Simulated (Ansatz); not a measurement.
Relaxing ZrSi2

Theory: DFT PBE, scalar-relativistic, plane waves, PAW in Ansatz 0.2.0.

The start is a database structure of ZrSi2, space group Cmcm (No. 63).

The final relaxation ran on this input, with the default PAW datasets:

```yaml
crystal:
  lattice:
    - [1.853, -7.3675, 0.0]
    - [1.853, 7.3675, 0.0]
    - [0.0, 0.0, 3.672]
  atoms:
    - { symbol: Zr, position: [0.8946, 0.1054, 0.75] }
    - { symbol: Zr, position: [0.1054, 0.8946, 0.25] }
    - { symbol: Si, position: [0.5522, 0.4478, 0.75] }
    - { symbol: Si, position: [0.4478, 0.5522, 0.25] }
    - { symbol: Si, position: [0.2496, 0.7504, 0.75] }
    - { symbol: Si, position: [0.7504, 0.2496, 0.25] }
basis:
  ecutwfc: 420
kpoints:
  mp_grid: { grid: [10, 10, 10] }
hamiltonian:
  xc: pbe
scf:
  occupations: { method: gaussian, width: 0.1 }
output:
  forces: true
  stress: true
  eigenvalues: true
relax:
  adjacent_minimum: "off"
  f_tol: 0.01
  max_steps: 80
  cell: { stress_tol: 0.05 }
```

Launched as:

```bash
ansatz run input.yaml --threads 1 --pin off --max-ram 2560MiB --backend cpu --events-out ev --progress --plain --runs-dir out
```

The run took 2.3 min on 1 thread of Intel(R) Xeon(R) Platinum 8488C (Sapphire Rapids) (shared host), peak memory 0.69 GiB.

The program printed at the end:

```
SCF converged after 4 iterations
Free energy (F): -10914.904650 eV
Harris-Foulkes:  -10914.904650 eV  (|F-HF|=1.82e-12)
Internal energy: -10914.897804 eV  (E = F + TS)
E sigma→0 (E₀):  -10914.901227 eV
Entropy (-TS):   -0.006846 eV (-1.141 meV/atom)
Fermi energy:    12.610281 eV
--- Per-component energies (eV) ---
  E_band       = -126.762571
  E_kinetic    = 835.575280
  E_local      = -1530.524279  (includes V_loc(G=0)·N_el)
  E_nonlocal   = 261.309449
  E_hartree    = 526.714554
  E_xc         = -549.689042
  E_vxc        = -576.581187  (∫ρ·V_xc dr)
  E_paw        = -7958.552359  (= ΣΔE_a)
  E_vpaw       = -169.971003  (= ΣTr[D̂ρ^β])
  E_aug_tail   = 0.000074  (compensation charges beyond the density's cutoff)
  E_ewald      = -2499.731481
  E_smearing   = -0.006846  (= −TS)
  E_closure    = 0.000000  (closes the sum)
  Σ components = -10914.904650   (vs F -10914.904650, Δ=0.00e0)
--- Forces (eV/Å), atoms counted from 1 ---
  atom   1  Zr     0.00000000     0.00053884     0.00000000
  atom   2  Zr     0.00000000    -0.00053884     0.00000000
  atom   3  Si     0.00000000     0.00033915     0.00000000
  atom   4  Si     0.00000000    -0.00033915     0.00000000
  atom   5  Si     0.00000000     0.00163113     0.00000000
  atom   6  Si     0.00000000    -0.00163113     0.00000000
  max |Σ_I F_I| component: 1.73e-18 eV/Å
--- Stress (GPa, compression-positive) ---
       -0.026987       0.000000       0.000000
        0.000000       0.001548       0.000000
        0.000000       0.000000       0.014292
  P = ⅓ Tr σ = -0.0037 GPa (-0.037 kbar)
--- Relaxed structure (5 steps of the walk, 5 accepted, 1 SCFs on fresh bases) ---
  F+E_penalty+E_count = -10914.90465037 eV   max|allowed force component| = 1.631e-3 eV/Å   (the final SCF, on the basis selected at the relaxed cell)
  cell:  # Å, volume = 100.7920 Å³
    - [1.852521, -7.394183, 0.000000]
    - [1.852521, 7.394183, 0.000000]
    - [0.000000, 0.000000, 3.679110]
  atoms:
    - { symbol: Zr, position: [0.894664, 0.105336, 0.750000] }
    - { symbol: Zr, position: [0.105336, 0.894664, 0.25] }
    - { symbol: Si, position: [0.553100, 0.446900, 0.750000] }
    - { symbol: Si, position: [0.446900, 0.553100, 0.25] }
    - { symbol: Si, position: [0.250310, 0.749690, 0.750000] }
    - { symbol: Si, position: [0.749690, 0.250310, 0.25] }
```

Absolute energies hang on the potentials; compare differences alone.

The result has space group Cmcm (No. 63). Zr is coordinated by 10 Si at 2.72–2.99 Å; Si on Wyckoff site c (2 atoms of the primitive cell) has 2 Si at 2.42 Å, 4 Zr at 2.72 Å and 2 Zr at 2.99 Å; Si on Wyckoff site c (2 atoms of the primitive cell) is coordinated by 4 Si at 2.61 Å and 4 Zr at 2.82–2.83 Å.

Against the elements it lies at -0.67 eV/atom. The zero of energy is the elements' standard structures at the same level; no fitted shifts are applied.

The k mesh leaves about 4 meV/atom of noise in metals.

A structure relaxed within its symmetry needn't be a true minimum.